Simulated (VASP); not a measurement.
Crystal: Cu3Au (Auricupride).

```
Au Cu
1.0
     3.74000    0.00000    0.00000
     0.00000    3.74000    0.00000
     0.00000    0.00000    3.74000
Au Cu
1 3
Cartesian
  0.0000 0.0000 0.0000
  1.8700 1.8700 0.0000
  1.8700 0.0000 1.8700
  0.0000 1.8700 1.8700
```

| Quantity | Value |
| --- | --- |
| Program | VASP 6.6.1 |
| Task | relaxation of cell and atoms |
| Functional | PBE |
| Potentials or basis | VASP PAW PBE potentials, release 54 (Au, Cu) |
| Cutoff | 600 eV |
| k mesh | 7 × 7 × 7 |
| Occupations | fermi-dirac, width 0.05 eV |
| Spin | no spin polarisation |

At the start: pressure 5.3 GPa; volume 13.08 Å³/atom.

Q: Where does the relaxation end?

A: Over 3 steps the energy falls by 7.1 meV/atom and the volume is 13.53 Å³/atom (+3.5 %); space group Pm-3m (No. 221, to 0.05 Å).

Step by step:
```
step  energy change (eV)  largest force (eV/Å)  pressure (GPa)  volume (Å³)
   1              0.0000                0.0000            5.32        52.31
   2             -0.0103                0.0000           -3.78        55.67
   3             -0.0286                0.0000            0.08        54.13
```

Final structure:
```xyz
4
Lattice="3.7828 0.0000 0.0000 0.0000 3.7828 0.0000 0.0000 0.0000 3.7828" Properties=species:S:1:pos:R:3 pbc="T T T"
Au    0.0000    0.0000    0.0000
Cu    1.8914    1.8914    0.0000
Cu    1.8914    0.0000    1.8914
Cu    0.0000    1.8914    1.8914
```
